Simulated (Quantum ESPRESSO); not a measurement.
The system is AlN.

```
Al N
1.0
     0.00000    2.18399    2.18399
     2.18399    0.00000    2.18399
     2.18399    2.18399    0.00000
Al N
1 1
Cartesian
  0.0000 0.0000 0.0000
  1.0920 1.0920 1.0920
```

Measurements of this composition are mostly on another form, of space group No. 186.

| Quantity | Value |
| --- | --- |
| Program | Quantum ESPRESSO 7.5 |
| Task | phonons |
| Functional | RPBE |
| Potentials or basis | PseudoDojo 0.4.1 SR PBE standard |
| Cutoff | 1143 eV |
| Density cutoff | 4572 eV |
| k mesh | 6 × 6 × 6, shifted |
| Occupations | fermi-dirac, width 0.05 eV |
| Spin | no spin polarisation |
| Mixing beta | 0.5 |
| Most SCF iterations | 120 |
| SCF threshold | 4e-10 Ry |

The first run showed a gap, so the response started from a second, tighter run with fixed occupations.

The run gives a transverse optical frequency of 663 cm⁻¹, an electronic dielectric constant of 4.52 and Born charges of ±2.52 e.

Task: What are the longitudinal frequency and the static dielectric constant?

Result: The longitudinal mode lies at 894 cm⁻¹, 231 cm⁻¹ over the transverse one, and the static constant is 8.22. The two agree with the Lyddane-Sachs-Teller relation: (894/663)² = 1.82 and 8.22/4.52 = 1.82.

Caveat: the cell is more than 3 GPa from zero pressure, which shifts response properties.
